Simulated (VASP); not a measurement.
Crystal: TiO.

```
Ti O
1.0
     2.81016    0.00000    0.00000
    -1.40508    2.43367    0.00000
     0.00000    0.00000    2.82385
Ti O
1 1
Direct
  0.66667 0.33333 0.00000
  0.00000 0.00000 0.50000
```

The cell comes from a database or a generator and needn't be the stable form of this composition.

```yaml
Program: VASP 6.6.1
Task: relaxation of cell and atoms
Functional: PBEsol
Potentials_or_basis: VASP PAW PBE potentials, release 64 (Ti_sv, O)
Cutoff: 600 eV
k_mesh: 18 × 18 × 14
Occupations: gaussian, width 0.1 eV
Spin: no spin polarisation
```

At the start: pressure -5.9 GPa; volume 9.66 Å³/atom.

**Question.** How do energy, volume and symmetry change on relaxing?

**Answer.** Over 5 steps the energy falls by 4.3 meV/atom and the volume is 9.43 Å³/atom (-2.3 %); space group P-6m2 (No. 187, to 0.05 Å).

Step by step:
```
step  energy change (eV)  largest force (eV/Å)  pressure (GPa)  volume (Å³)
   1              0.0000                0.0000           -5.87        19.31
   2              0.0037                0.0000            7.69        18.34
   3             -0.0087                0.0000           -0.04        18.86
   4             -0.0087                0.0000            0.08        18.85
   5             -0.0087                0.0000           -0.06        18.86
```

Final structure:
```
Ti O
1.0
     2.79063    0.00000    0.00000
    -1.39532    2.41676    0.00000
     0.00000    0.00000    2.79691
Ti O
1 1
Direct
  0.66667 0.33333 0.00000
  0.00000 0.00000 0.50000
```

Caveat: the PAW data sets were made with another functional, which shifts forces and pressure a little.
